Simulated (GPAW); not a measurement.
Wanted: an ASE script for a GPAW 26.7.0 run.

* Task: relaxation of cell and atoms
* Functional: PBEsol
* Dispersion: D4
* Potentials or basis: PAW data sets generated in the run's folder for this functional
* Cutoff: 600 eV
* Basis: pw
* k mesh: 11 × 11 × 11
* Occupations: fermi-dirac, width 0.05 eV
* Spin: no spin polarisation
* Maxiter: 150
* Optimizer: BFGS
* Fmax: 0.02 eV/Å
* Max steps: 60
* Convergence: density=1e-05 forces=0.0001

Ag:

```
Ag
1.0
     0.00000    2.04275    2.04275
     2.04275    0.00000    2.04275
     2.04275    2.04275    0.00000
Ag
1
Direct
  0.00000 0.00000 0.00000
```

One way to write it, as run:

run.py

```python
from ase import Atoms
from ase.calculators.mixing import SumCalculator
from ase.filters import FrechetCellFilter
from ase.io import write
from ase.optimize import BFGS
from dftd4.ase import DFTD4
from gpaw import GPAW, PW, setup_paths

setup_paths.insert(0, '.')

atoms = Atoms(['Ag'],
              cell=[[0.0, 2.04275, 2.04275],
                    [2.04275, 0.0, 2.04275],
                    [2.04275, 2.04275, 0.0]],
              scaled_positions=[[0.0, 0.0, 0.0]],
              pbc=True)

calc = GPAW(mode=PW(600),
            xc='PBEsol',
            kpts={'size': (11, 11, 11), 'gamma': True},
            occupations={'name': 'fermi-dirac', 'width': 0.05},
            nbands=18,
            convergence={'density': 1e-05, 'forces': 0.0001},
            maxiter=150,
            txt='gpaw.txt')
atoms.calc = SumCalculator([calc, DFTD4(method='pbesol')])
opt = BFGS(FrechetCellFilter(atoms), trajectory='relax.traj', logfile='-')
done = opt.run(fmax=0.02, steps=60)
calc.write('gs.gpw')
write('result.traj', atoms)
print('Converged:', done)
print('Cell:', atoms.cell.cellpar().round(4))
print('Volume:', round(atoms.get_volume(), 4))
print(atoms.get_scaled_positions().round(5))
```

Potentials or basis: PAW data sets generated in the run's folder for this functional, pw.

Launch:

```bash
$ gpaw-setup -f PBEsol Ag
$ OMP_NUM_THREADS=1 python run.py
```

Results of the run:

* Relaxed volume: 16.21 Å³/atom
* Relaxed cell: a = 2.841 Å, b = 2.841 Å, c = 2.841 Å, α = 60.00°, β = 60.00°, γ = 60.00°
* Space group after relaxing (to 0.05 Å): Fm-3m (No. 225)
* Energy gained by relaxing: 16.2 meV/atom
* Ionic steps: 4
* Pressure after relaxing: 0.0 GPa
* Band gap on the k mesh: none (metal or under the smearing width)
* Dispersion energy per atom: -0.347 eV

Caveat: later steps reuse the first step's grids; pairwise dispersion overbinds metals, which lowers pressure and volume.

Run time: 47 s on 1 thread of Arm Neoverse V2, with other jobs on the host, peak memory 0.18 GiB.
